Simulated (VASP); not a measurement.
KI (database structure): one PBE single-point calculation in two programs

```
K I
1.0
     4.29109    0.00000    0.00000
     0.00000    4.29109    0.00000
     0.00000    0.00000    4.29109
K I
1 1
Direct
  0.00000 0.00000 0.00000
  0.50000 0.50000 0.50000
```

Datasets and cutoffs are each program's own. VASP's cell holds 16 valence electrons and Ansatz's 26. Ansatz's stress includes a Pulay correction; VASP's doesn't.

Cutoffs: 520 eV in VASP, 420 eV in Ansatz. k meshes: 6×6×6 and 6×6×6.

```tsv
	VASP	Ansatz
gap between bands v and c	3.33 eV	3.33 eV
least direct gap	3.69 eV	3.69 eV
pressure	0.5 GPa	0.5 GPa
```

Band v is the last that the valence electrons fill when counted band by band, and c is the next. Levels in eV from the top of v, Ansatz:

| point | v−1 | v | c | c+1 |
| --- | --- | --- | --- | --- |
| Γ | -0.36 | -0.36 | 3.33 | 4.77 |
| X | -0.29 | -0.29 | 5.49 | 6.18 |
| M | -1.71 | 0.00 | 3.92 | 5.70 |
| R | -1.66 | -1.66 | 5.64 | 5.64 |

VASP:

```json
{"point": "Γ", "v−1": "-0.36", "v": "-0.36", "c": "3.33", "c+1": "4.76"}
{"point": "X", "v−1": "-0.29", "v": "-0.29", "c": "5.48", "c+1": "6.18"}
{"point": "M", "v−1": "-1.71", "v": "0.00", "c": "3.92", "c+1": "5.70"}
{"point": "R", "v−1": "-1.66", "v": "-1.66", "c": "5.63", "c+1": "5.63"}
```
